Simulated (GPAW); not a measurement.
The system is TiB2.

```
Ti B
1.0
     3.02920    0.00000    0.00000
    -1.51460    2.62336    0.00000
     0.00000    0.00000    3.22840
Ti B
1 2
Direct
  0.00000 0.00000 0.00000
  0.66667 0.33333 0.50000
  0.33333 0.66667 0.50000
```

| Property | Result |
| --- | --- |
| Program | GPAW 26.7.0 |
| Task | single point |
| Functional | PBEsol |
| Potentials or basis | PAW data sets generated in the run's folder for this functional |
| Cutoff | 800 eV |
| Basis | pw |
| k mesh | 10 × 10 × 8 |
| Occupations | fermi-dirac, width 0.05 eV |
| Spin | no spin polarisation |

On this cell: pressure -4.6 GPa; largest force under 0.003 eV/Å; band gap on the k mesh none (metal or under the smearing width).

The same run follows on a disturbed copy (atoms moved at random, drawn with an rms of 0.05 Å):

```
Ti B
1.0
     3.02920    0.00000    0.00000
    -1.51460    2.62336    0.00000
     0.00000    0.00000    3.22840
Ti B
1 2
Cartesian
  0.0109 -0.0365 -0.0493
  1.5136 0.8224 1.6230
  -0.0053 1.7485 1.5951
```

**Question.** What changes?

**Answer.** The energy (extrapolated to zero smearing) moves by +13.2 meV/atom; pressure -4.0 GPa; largest force 0.951 eV/Å; band gap on the k mesh none (metal or under the smearing width).

Forces on the atoms (eV/Å):
```
Ti  -0.204  0.139  0.626
B    0.045  0.785 -0.467
B    0.160 -0.924 -0.158
```

Stress tensor (GPa, compression positive):
```
-4.61  0.06 -0.16
 0.06 -1.78  0.09
-0.16  0.09 -5.54
```
